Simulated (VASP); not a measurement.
The system is HgTe (Coloradoite).

```
Hg Te
1.0
     0.00000    3.21450    3.21450
     3.21450    0.00000    3.21450
     3.21450    3.21450    0.00000
Hg Te
1 1
Cartesian
  0.0000 0.0000 0.0000
  4.8217 4.8217 4.8217
```

- Program: VASP 6.6.1
- Task: relaxation of cell and atoms
- Functional: BEEF-vdW
- Potentials or basis: VASP PAW PBE potentials, release 64 (Hg, Te)
- Cutoff: 600 eV
- k mesh: 7 × 7 × 7
- Occupations: fermi-dirac, width 0.05 eV
- Spin: no spin polarisation

At the start: pressure 6.1 GPa; volume 33.22 Å³/atom.

Problem. How do energy, volume and symmetry change on relaxing?

Solution. Over 4 steps the energy falls by 83.7 meV/atom and the volume is 38.35 Å³/atom (+15.5 %); space group F-43m (No. 216, to 0.05 Å).

The path:
| step | energy change (eV) | largest force (eV/Å) | pressure (GPa) | volume (Å³) |
| --- | --- | --- | --- | --- |
| 1 | 0.0000 | 0.0000 | 6.13 | 66.43 |
| 2 | -0.1586 | 0.0000 | -0.97 | 79.41 |
| 3 | -0.1674 | 0.0000 | 0.04 | 76.49 |
| 4 | -0.1674 | 0.0000 | -0.04 | 76.70 |

Final structure:
```
Hg Te
1.0
     0.00000    3.37221    3.37221
     3.37221    0.00000    3.37221
     3.37221    3.37221    0.00000
Hg Te
1 1
Direct
  0.00000 0.00000 0.00000
  0.75000 0.75000 0.75000
```

Caveat: the volume moved by over 15 % at a fixed basis, so the end points are rough; the PAW data sets were made with another functional, which shifts forces and pressure a little; the volume moved by +15 % from the deposited cell, more than functionals usually miss.
